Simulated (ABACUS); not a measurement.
The system is P.

```
P
1.0
     1.72573    0.99635    3.12968
    -1.72573    0.99635    3.12968
     0.00000   -1.99270    3.12968
P
2
Direct
  0.77292 0.77292 0.77292
  0.22708 0.22708 0.22708
```

This isn't the form of P at room conditions, which is orthorhombic.

```yaml
Program: ABACUS 3.10.1
Task: single point
Functional: PBE
Potentials_or_basis: PseudoDojo NC SR 0.4.1 PBE standard
Cutoff: 599 eV
Density_cutoff: 2395 eV
Basis: plane waves
k_mesh: 9 × 9 × 9
Occupations: fermi-dirac, width 0.05 eV
Spin: no spin polarisation
```

On this cell: pressure 1.9 GPa; largest force 0.249 eV/Å; band gap on the k mesh none (metal or under the smearing width).

The same run follows on a disturbed copy (atoms moved at random, drawn with an rms of 0.05 Å):

```
CELL_PARAMETERS angstrom
1.72573 0.99635 3.12968
-1.72573 0.99635 3.12968
0.00000 -1.99270 3.12968
ATOMIC_POSITIONS crystal
P 0.76363 0.77121 0.76339
P 0.22196 0.22899 0.22684
```

**Question.** What changes?

**Answer.** The energy (extrapolated to zero smearing) moves by -0.6 meV/atom; pressure 0.1 GPa; largest force 0.207 eV/Å; band gap on the k mesh none (metal or under the smearing width).

Forces in eV/Å, atoms in the order of the input:
```
P    0.004 -0.043  0.203
P   -0.004  0.043 -0.203
```

Stress tensor (GPa, compression positive):
```
 0.93 -0.01 -0.01
-0.01  0.84  0.17
-0.01  0.17 -1.43
```
